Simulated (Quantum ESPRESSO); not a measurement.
# Pb (Fd-3m) in Quantum ESPRESSO: a series of runs, part 2 of 2

Quantum ESPRESSO 7.5. Earlier steps stand in the parts before.

### 3 Relaxation of cell and atoms, PBEsol, target pressure 2 GPa, at which the enthalpy is minimised

Input file pw.in:

```
&CONTROL
  calculation = 'vc-relax'
  prefix = 'pwscf'
  outdir = './tmp'
  pseudo_dir = './pseudo'
  tprnfor = .true.
  tstress = .true.
  disk_io = 'low'
  nstep = 40
  forc_conv_thr = 0.0004
  etot_conv_thr = 1d-05
/
&SYSTEM
  ibrav = 0
  A = 4.86348052
  nat = 2
  ntyp = 1
  ecutwfc = 52
  ecutrho = 414
  nbnd = 21
  occupations = 'smearing'
  smearing = 'fd'
  degauss = 0.00367493
/
&ELECTRONS
  conv_thr = 4d-10
  electron_maxstep = 120
  mixing_beta = 0.5
/
&IONS
  ion_dynamics = 'bfgs'
/
&CELL
  cell_dynamics = 'bfgs'
  press = 20
  press_conv_thr = 0.3
/
ATOMIC_SPECIES
Pb   207.2000 pb_pbesol_v1.uspp.F.UPF
CELL_PARAMETERS alat
   0.0000000000    0.7071067811    0.7071067811
   0.7071067811    0.0000000000    0.7071067811
   0.7071067811    0.7071067811    0.0000000000
ATOMIC_POSITIONS alat
Pb     0.3535533906    0.3535533906    0.3535533906
Pb     0.0000000000    0.0000000000    0.0000000000
K_POINTS automatic
7 7 7 0 0 0
```

Potentials or basis: GBRV 1.5 PBEsol.

On the command line:

```sh
> OMP_NUM_THREADS=1 mpirun -n 2 pw.x -nk 2 -in pw.in > pw.out
```

pw.out:

```text
This program is part of the open-source Quantum ESPRESSO suite
     for quantum simulation of materials; please cite
         "P. Giannozzi et al., J. Phys.:Condens. Matter 21 395502 (2009);
         "P. Giannozzi et al., J. Phys.:Condens. Matter 29 465901 (2017);
         "P. Giannozzi et al., J. Chem. Phys. 152 154105 (2020);
     in publications or presentations arising from this work. More details at

     Message from routine setup:
     using ibrav=0 with symmetry is DISCOURAGED, use correct ibrav instead

     K-points division:     npool     =       2
     Subspace diagonalization in iterative solution of the eigenvalue problem:
     a serial algorithm will be used

     G-vector sticks info
     --------------------
     sticks:   dense  smooth     PW     G-vecs:    dense   smooth      PW
     Sum        2407    1213    361                78223    27725    4477

     Using Slab Decomposition

     bravais-lattice index     =            0
     lattice parameter (alat)  =       9.1906  a.u.
     unit-cell volume          =     548.9378 (a.u.)^3
     number of atoms/cell      =            2
     number of atomic types    =            1
     number of electrons       =        28.00
     number of Kohn-Sham states=           21
     kinetic-energy cutoff     =      52.0000  Ry
     charge density cutoff     =     414.0000  Ry
     scf convergence threshold =      4.0E-10
     mixing beta               =       0.5000
     number of iterations used =            8  plain     mixing
     energy convergence thresh.=      1.0E-05
     force convergence thresh. =      4.0E-04
     press convergence thresh. =      3.0E-01
     Exchange-correlation= SLA  PW   PSX  PSC
                           (   1   4  10   8   0   0   0)
[... 1606 lines left out ...]
     atomic species   valence    mass     pseudopotential
     Pb               14.00   207.20000     Pb( 1.00)

     48 Sym. Ops., with inversion, found (24 have fractional translation)

   Cartesian axes

     site n.     atom                  positions (alat units)
         1        Pb     tau(   1) = (   0.3481637   0.3481637   0.3481637  )
         2        Pb     tau(   2) = (   0.0000000   0.0000000   0.0000000  )

     number of k points=    20  Fermi-Dirac smearing, width (Ry)=  0.0037
                       cart. coord. in units 2pi/alat
        k(    1) = (   0.0000000   0.0000000   0.0000000), wk =   0.0058309
        k(    2) = (   0.1025790   0.1025790  -0.1025790), wk =   0.0466472
        k(    3) = (   0.2051580   0.2051580  -0.2051580), wk =   0.0466472
        k(    4) = (   0.3077370   0.3077370  -0.3077370), wk =   0.0466472
        k(    5) = (   0.2051580   0.0000000  -0.0000000), wk =   0.0349854
        k(    6) = (   0.3077370   0.1025790  -0.1025790), wk =   0.1399417
[... 12 lines left out ...]
        k(   19) = (  -0.1025790  -0.5128950   0.7180531), wk =   0.1399417
        k(   20) = (  -0.0000000  -0.4103160   0.6154740), wk =   0.1399417

     Dense  grid:    74825 G-vectors     FFT dimensions: (  60,  60,  60)

     Smooth grid:    26469 G-vectors     FFT dimensions: (  48,  48,  48)

     Check: negative core charge=   -0.000001

     Initial potential from superposition of free atoms

     starting charge      27.9958, renormalised to      28.0000

     negative rho (up, down):  3.175E-02 0.000E+00
     Starting wfcs are   18 randomized atomic wfcs +    3 random wfcs

     Self-consistent Calculation

     iteration #  1     ecut=    52.00 Ry     beta= 0.50
     Davidson diagonalization with overlap
     c_bands:  2 eigenvalues not converged
     c_bands:  1 eigenvalues not converged
     c_bands:  1 eigenvalues not converged
     c_bands:  4 eigenvalues not converged
     c_bands:  3 eigenvalues not converged
     c_bands:  3 eigenvalues not converged
     c_bands:  1 eigenvalues not converged
     ethr =  1.00E-06,  avg # of iterations = 19.4
[... 233 lines left out ...]
     negative rho (up, down):  3.416E-02 0.000E+00
          total   stress  (Ry/bohr**3)                   (kbar)     P=       19.87
   0.00013508   0.00000000   0.00000000           19.87        0.00        0.00
   0.00000000   0.00013508   0.00000000            0.00       19.87        0.00
   0.00000000   0.00000000   0.00013508            0.00        0.00       19.87

=------------------------------------------------------------------------------=
   JOB DONE.
=------------------------------------------------------------------------------=
```

Run time: 2.1 min. Hardware: 2 MPI ranks of Arm Neoverse V1, shared host; peak memory 0.4 GiB.

Results:

| Quantity | Value |
| --- | --- |
| Free energy | -4458.9862 eV |
| Relaxed volume | 38.84 Å³/atom |
| Relaxed cell | a = 4.789 Å, b = 4.789 Å, c = 4.789 Å, α = 60.00°, β = 60.00°, γ = 60.00° |
| Space group after relaxing (to 0.05 Å) | Fd-3m (No. 227) |
| Energy change on relaxing (the enthalpy is what falls) | +12.9 meV/atom |
| Ionic steps | 6 |
| Pressure after relaxing | 2.0 GPa |
| Band gap on the k mesh | none (metal or under the smearing width) |

The path:
| step | energy change (eV) | largest force (eV/Å) | pressure (GPa) | volume (Å³) |
| --- | --- | --- | --- | --- |
| 1 | 0.0000 | 0.0000 | 0.34 | 81.34 |
| 2 | 0.0020 | 0.0000 | 0.61 | 80.66 |
| 3 | 0.0074 | 0.0000 | 1.06 | 79.63 |
| 4 | 0.0208 | 0.0000 | 1.78 | 78.11 |
| 5 | 0.0261 | 0.0000 | 2.01 | 77.66 |
| 6 | 0.0259 | 0.0000 | 2.00 | 77.68 |

Final structure:
```
Pb
1.0
     0.00000    3.38657    3.38657
     3.38657    0.00000    3.38657
     3.38657    3.38657    0.00000
Pb
2
Direct
  0.25000 0.25000 0.25000
  0.00000 0.00000 0.00000
```

Levels at points of the mesh, in eV from the Fermi level:
| k point | band 12 | band 13 | band 14 | band 15 | band 16 | band 17 |
| --- | --- | --- | --- | --- | --- | --- |
| (0.00, 0.00, 0.00) | -3.70 | 0.43 | 0.43 | 0.43 | 2.44 | 2.44 |

### 4 Relaxation of cell and atoms, PBEsol, target pressure 5 GPa, at which the enthalpy is minimised

Changes to pw.in since step 3:

```diff
@@ -34,3 +34,3 @@
   cell_dynamics = 'bfgs'
-  press = 20
+  press = 50
   press_conv_thr = 0.3
```

On the command line:

```sh
> OMP_NUM_THREADS=1 mpirun -n 2 pw.x -nk 2 -in pw.in > pw.out
```

Run time: 2.2 min. Hardware: 2 MPI ranks of Arm Neoverse V1, shared host; peak memory 0.4 GiB.

The run converged. Its results:

| Property | Result |
| --- | --- |
| Free energy | -4458.8821 eV |
| Relaxed volume | 36.40 Å³/atom |
| Relaxed cell | a = 4.687 Å, b = 4.687 Å, c = 4.687 Å, α = 60.00°, β = 60.00°, γ = 60.00° |
| Space group after relaxing (to 0.05 Å) | Fd-3m (No. 227) |
| Energy change on relaxing (the enthalpy is what falls) | +64.9 meV/atom |
| Ionic steps | 6 |
| Pressure after relaxing | 5.0 GPa |
| Band gap on the k mesh | none (metal or under the smearing width) |

The path:
```csv
step,energy change (eV),largest force (eV/Å),pressure (GPa),volume (Å³)
1,0.0000,0.0000,0.34,81.34
2,0.0088,0.0000,1.15,79.43
3,0.0412,0.0000,2.58,76.60
4,0.1395,0.0000,5.22,72.50
5,0.1290,0.0000,4.98,72.83
6,0.1298,0.0000,5.00,72.80
```

Final structure:
```
Pb
1.0
     0.00000    3.31415    3.31415
     3.31415    0.00000    3.31415
     3.31415    3.31415    0.00000
Pb
2
Cartesian
  1.6571 1.6571 1.6571
  0.0000 0.0000 0.0000
```

Levels at points of the mesh, in eV from the Fermi level:
| k point | band 12 | band 13 | band 14 | band 15 | band 16 | band 17 |
| --- | --- | --- | --- | --- | --- | --- |
| (0.00, 0.00, 0.00) | -3.33 | 0.46 | 0.46 | 0.46 | 2.49 | 2.49 |

The run has no spin-orbit coupling, so splittings on Pb are missing.

### 5 Relaxation of cell and atoms, PBEsol, target pressure 10 GPa, at which the enthalpy is minimised

Changes to pw.in since step 4:

```diff
@@ -34,3 +34,3 @@
   cell_dynamics = 'bfgs'
-  press = 50
+  press = 100
   press_conv_thr = 0.3
```

Potentials or basis: GBRV 1.5 PBEsol.

On the command line:

```sh
> OMP_NUM_THREADS=1 mpirun -n 2 pw.x -nk 2 -in pw.in > pw.out
```

pw.out:

```text
This program is part of the open-source Quantum ESPRESSO suite
     for quantum simulation of materials; please cite
         "P. Giannozzi et al., J. Phys.:Condens. Matter 21 395502 (2009);
         "P. Giannozzi et al., J. Phys.:Condens. Matter 29 465901 (2017);
         "P. Giannozzi et al., J. Chem. Phys. 152 154105 (2020);
     in publications or presentations arising from this work. More details at

     Message from routine setup:
     using ibrav=0 with symmetry is DISCOURAGED, use correct ibrav instead

     K-points division:     npool     =       2
     Subspace diagonalization in iterative solution of the eigenvalue problem:
     a serial algorithm will be used

     G-vector sticks info
     --------------------
     sticks:   dense  smooth     PW     G-vecs:    dense   smooth      PW
     Sum        2407    1213    361                78223    27725    4477

     Using Slab Decomposition

     bravais-lattice index     =            0
     lattice parameter (alat)  =       9.1906  a.u.
     unit-cell volume          =     548.9378 (a.u.)^3
     number of atoms/cell      =            2
     number of atomic types    =            1
     number of electrons       =        28.00
     number of Kohn-Sham states=           21
     kinetic-energy cutoff     =      52.0000  Ry
     charge density cutoff     =     414.0000  Ry
     scf convergence threshold =      4.0E-10
     mixing beta               =       0.5000
     number of iterations used =            8  plain     mixing
     energy convergence thresh.=      1.0E-05
     force convergence thresh. =      4.0E-04
     press convergence thresh. =      3.0E-01
     Exchange-correlation= SLA  PW   PSX  PSC
                           (   1   4  10   8   0   0   0)
     nstep                     =           40

     celldm(1)=   9.190646  celldm(2)=   0.000000  celldm(3)=   0.000000
     celldm(4)=   0.000000  celldm(5)=   0.000000  celldm(6)=   0.000000

     crystal axes: (cart. coord. in units of alat)
               a(1) = (   0.000000   0.707107   0.707107 )
               a(2) = (   0.707107   0.000000   0.707107 )
               a(3) = (   0.707107   0.707107   0.000000 )

     reciprocal axes: (cart. coord. in units 2 pi/alat)
               b(1) = ( -0.707107  0.707107  0.707107 )
               b(2) = (  0.707107 -0.707107  0.707107 )
               b(3) = (  0.707107  0.707107 -0.707107 )

     PseudoPot. # 1 for Pb read from file:
     pb_pbesol_v1.uspp.F.UPF
     Pseudo is Ultrasoft + core correction, Zval = 14.0
[... 1624 lines left out ...]
     kinetic-energy cutoff     =      52.0000  Ry
     charge density cutoff     =     414.0000  Ry
     scf convergence threshold =      4.0E-12
     mixing beta               =       0.5000
     number of iterations used =            8  plain     mixing
     press convergence thresh. =      3.0E-01
     Exchange-correlation= SLA  PW   PSX  PSC
                           (   1   4  10   8   0   0   0)

     celldm(1)=   9.190646  celldm(2)=   0.000000  celldm(3)=   0.000000
     celldm(4)=   0.000000  celldm(5)=   0.000000  celldm(6)=   0.000000

     crystal axes: (cart. coord. in units of alat)
               a(1) = (  -0.000000   0.663591   0.663591 )
               a(2) = (   0.663591  -0.000000   0.663591 )
               a(3) = (   0.663591   0.663591  -0.000000 )

     reciprocal axes: (cart. coord. in units 2 pi/alat)
               b(1) = ( -0.753477  0.753477  0.753477 )
               b(2) = (  0.753477 -0.753477  0.753477 )
               b(3) = (  0.753477  0.753477 -0.753477 )

     PseudoPot. # 1 for Pb read from file:
     pb_pbesol_v1.uspp.F.UPF
     Pseudo is Ultrasoft + core correction, Zval = 14.0
     Generated by new atomic code, or converted to UPF format
     Using radial grid of  899 points,  6 beta functions with:
                l(1) =   0
                l(2) =   0
                l(3) =   1
                l(4) =   1
                l(5) =   2
                l(6) =   2
     Q(r) pseudized with  6 coefficients,  rinner =    1.000   1.000   1.000
                                                       1.000   1.000

     atomic species   valence    mass     pseudopotential
     Pb               14.00   207.20000     Pb( 1.00)

     48 Sym. Ops., with inversion, found (24 have fractional translation)

   Cartesian axes

     site n.     atom                  positions (alat units)
         1        Pb     tau(   1) = (   0.3317953   0.3317953   0.3317953  )
         2        Pb     tau(   2) = (  -0.0000000   0.0000000  -0.0000000  )

     number of k points=    20  Fermi-Dirac smearing, width (Ry)=  0.0037
                       cart. coord. in units 2pi/alat
        k(    1) = (   0.0000000   0.0000000   0.0000000), wk =   0.0058309
        k(    2) = (   0.1076395   0.1076395  -0.1076395), wk =   0.0466472
        k(    3) = (   0.2152790   0.2152790  -0.2152790), wk =   0.0466472
        k(    4) = (   0.3229185   0.3229185  -0.3229185), wk =   0.0466472
        k(    5) = (   0.2152790  -0.0000000   0.0000000), wk =   0.0349854
        k(    6) = (   0.3229185   0.1076395  -0.1076395), wk =   0.1399417
[... 12 lines left out ...]
        k(   19) = (  -0.1076395  -0.5381975   0.7534765), wk =   0.1399417
        k(   20) = (  -0.0000000  -0.4305580   0.6458370), wk =   0.1399417

     Dense  grid:    64623 G-vectors     FFT dimensions: (  60,  60,  60)

     Smooth grid:    22995 G-vectors     FFT dimensions: (  40,  40,  40)

     Check: negative core charge=   -0.000001

     Initial potential from superposition of free atoms

     starting charge      27.9958, renormalised to      28.0000

     negative rho (up, down):  3.187E-02 0.000E+00
     Starting wfcs are   18 randomized atomic wfcs +    3 random wfcs

     Self-consistent Calculation

     iteration #  1     ecut=    52.00 Ry     beta= 0.50
     Davidson diagonalization with overlap
     c_bands:  1 eigenvalues not converged
     c_bands:  2 eigenvalues not converged
     c_bands:  1 eigenvalues not converged
     c_bands:  2 eigenvalues not converged
     c_bands:  4 eigenvalues not converged
     c_bands:  3 eigenvalues not converged
     c_bands:  3 eigenvalues not converged
     c_bands:  1 eigenvalues not converged
     ethr =  1.00E-06,  avg # of iterations = 19.9
[... 235 lines left out ...]
     negative rho (up, down):  3.579E-02 0.000E+00
          total   stress  (Ry/bohr**3)                   (kbar)     P=       99.93
   0.00067929   0.00000000   0.00000000           99.93        0.00        0.00
   0.00000000   0.00067929   0.00000000            0.00       99.93        0.00
   0.00000000   0.00000000   0.00067929            0.00        0.00       99.93

=------------------------------------------------------------------------------=
   JOB DONE.
=------------------------------------------------------------------------------=
```

Wall time 2.3 min (2 MPI ranks of Arm Neoverse V1, shared host); peak memory 0.4 GiB.

Results:

- Free energy: -4458.6270 eV
- Relaxed volume: 33.62 Å³/atom
- Relaxed cell: a = 4.564 Å, b = 4.564 Å, c = 4.564 Å, α = 60.00°, β = 60.00°, γ = 60.00°
- Space group after relaxing (to 0.05 Å): Fd-3m (No. 227)
- Energy change on relaxing (the enthalpy is what falls): +192.3 meV/atom
- Ionic steps: 6
- Pressure after relaxing: 10.0 GPa
- Band gap on the k mesh: none (metal or under the smearing width)

The path:
| step | energy change (eV) | largest force (eV/Å) | pressure (GPa) | volume (Å³) |
| --- | --- | --- | --- | --- |
| 1 | 0.0000 | 0.0000 | 0.34 | 81.34 |
| 2 | 0.0295 | 0.0000 | 2.14 | 77.40 |
| 3 | 0.1659 | 0.0000 | 5.81 | 71.73 |
| 4 | 0.4528 | 0.0000 | 11.17 | 66.20 |
| 5 | 0.3782 | 0.0000 | 9.88 | 67.33 |
| 6 | 0.3846 | 0.0000 | 10.00 | 67.23 |

Final structure:
```xyz
2
Lattice="0.0000 3.2274 3.2274 3.2274 0.0000 3.2274 3.2274 3.2274 0.0000" Properties=species:S:1:pos:R:3 pbc="T T T"
Pb    1.6137    1.6137    1.6137
Pb    0.0000    0.0000    0.0000
```

Caveat: the volume moved by over 15 % at a fixed basis, so the end points are rough.

### 6 Relaxation of cell and atoms, PBEsol, target pressure 20 GPa, at which the enthalpy is minimised

Changes to pw.in since step 5:

```diff
@@ -34,3 +34,3 @@
   cell_dynamics = 'bfgs'
-  press = 100
+  press = 200
   press_conv_thr = 0.3
```

Potentials or basis: GBRV 1.5 PBEsol.

On the command line:

```sh
> OMP_NUM_THREADS=1 mpirun -n 2 pw.x -nk 2 -in pw.in > pw.out
```

Run time: 2.2 min. Hardware: 2 MPI ranks of Arm Neoverse V1, shared host; peak memory 0.4 GiB.

It converged, with:

```
Free energy                                            : -4457.9977 eV
Relaxed volume                                         : 30.16 Å³/atom
Relaxed cell                                           : a = 4.402 Å, b = 4.402 Å, c = 4.402 Å, α = 60.00°, β = 60.00°, γ = 60.00°
Space group after relaxing (to 0.05 Å)                 : Fd-3m (No. 227)
Energy change on relaxing (the enthalpy is what falls) : +506.1 meV/atom
Ionic steps                                            : 6
Pressure after relaxing                                : 20.0 GPa
Band gap on the k mesh                                 : none (metal or under the smearing width)
```

Step by step:
```csv
step,energy change (eV),largest force (eV/Å),pressure (GPa),volume (Å³)
1,0.0000,0.0000,0.34,81.34
2,0.1103,0.0000,4.53,73.46
3,0.7551,0.0000,16.06,62.61
4,1.1033,0.0000,21.37,59.61
5,1.0074,0.0000,19.93,60.36
6,1.0122,0.0000,20.00,60.32
```

Final structure:
```
Pb
1.0
     0.00000    3.11276    3.11276
     3.11276    0.00000    3.11276
     3.11276    3.11276    0.00000
Pb
2
Direct
  0.25000 0.25000 0.25000
  0.00000 0.00000 0.00000
```

Levels at points of the mesh, in eV from the Fermi level:
```tsv
k point	band 10	band 11	band 12	band 13	band 14	band 15	band 16	band 17	band 18	band 19
(0.00, 0.00, 0.00)	-16.99	-13.36	-2.15	0.59	0.59	0.59	2.59	2.59	2.59	4.00
```

Caveat: the volume moved by over 15 % at a fixed basis, so the end points are rough.

### 7 Relaxation of cell and atoms, PBEsol, target pressure 30 GPa, at which the enthalpy is minimised

Changes to pw.in since step 6:

```diff
@@ -34,3 +34,3 @@
   cell_dynamics = 'bfgs'
-  press = 200
+  press = 300
   press_conv_thr = 0.3
```

On the command line:

```sh
> OMP_NUM_THREADS=1 mpirun -n 2 pw.x -nk 2 -in pw.in > pw.out
```

Run time: 2.2 min. Hardware: 2 MPI ranks of Arm Neoverse V1, shared host; peak memory 0.4 GiB.

Results (log left out):

```
Free energy                                            : -4457.3163 eV
Relaxed volume                                         : 27.96 Å³/atom
Relaxed cell                                           : a = 4.292 Å, b = 4.292 Å, c = 4.292 Å, α = 60.00°, β = 60.00°, γ = 60.00°
Space group after relaxing (to 0.05 Å)                 : Fd-3m (No. 227)
Energy change on relaxing (the enthalpy is what falls) : +845.7 meV/atom
Ionic steps                                            : 6
Pressure after relaxing                                : 30.1 GPa
Band gap on the k mesh                                 : none (metal or under the smearing width)
```

Step by step:
```tsv
step	energy change (eV)	largest force (eV/Å)	pressure (GPa)	volume (Å³)
1	0.0000	0.0000	0.34	81.34
2	0.2525	0.0000	7.57	69.65
3	2.0162	0.0000	34.70	54.30
4	1.5928	0.0000	28.57	56.45
5	1.6873	0.0000	29.94	55.94
6	1.6914	0.0000	30.00	55.91
```

Final structure:
```cif
data_structure
_symmetry_space_group_name_H-M 'P 1'
_symmetry_Int_Tables_number 1
_cell_length_a 4.2922
_cell_length_b 4.2922
_cell_length_c 4.2922
_cell_angle_alpha 60.000
_cell_angle_beta 60.000
_cell_angle_gamma 60.000
_cell_volume 55.91
loop_
_atom_site_label
_atom_site_type_symbol
_atom_site_fract_x
_atom_site_fract_y
_atom_site_fract_z
_atom_site_occupancy
Pb1 Pb 0.25000 0.25000 0.25000 1
Pb2 Pb 0.00000 0.00000 0.00000 1
```

Levels at points of the mesh, in eV from the Fermi level:
```tsv
k point	band 10	band 11	band 12	band 13	band 14	band 15	band 16	band 17	band 18	band 19
(0.00, 0.00, 0.00)	-17.16	-14.07	-1.63	0.67	0.67	0.67	2.63	2.63	2.63	3.94
```

Caveat: the volume moved by over 15 % at a fixed basis, so the end points are rough.

### 8 Overview

| cell | gap on the mesh (eV) | pressure (GPa) |
| --- | --- | --- |
| relaxed to 0.3 kbar | none | 0.0 |
| relaxed to 2 GPa | none | 2.0 |
| relaxed to 5 GPa | none | 5.0 |
| relaxed to 10 GPa | none | 10.0 |
| relaxed to 20 GPa | none | 20.0 |
| relaxed to 30 GPa | none | 30.1 |

Alike in all rows: task relaxation of cell and atoms; level PBEsol; potentials or basis GBRV 1.5 PBEsol; no spin polarisation; k mesh 7 × 7 × 7; cutoff (eV) 707; smearing fermi-dirac 0.05 eV.

Caveats: the volume moved by over 15 % at a fixed basis, so the end points are rough (some runs).

Total energies depend on the potentials used, so only differences within one code and one set of settings carry meaning.
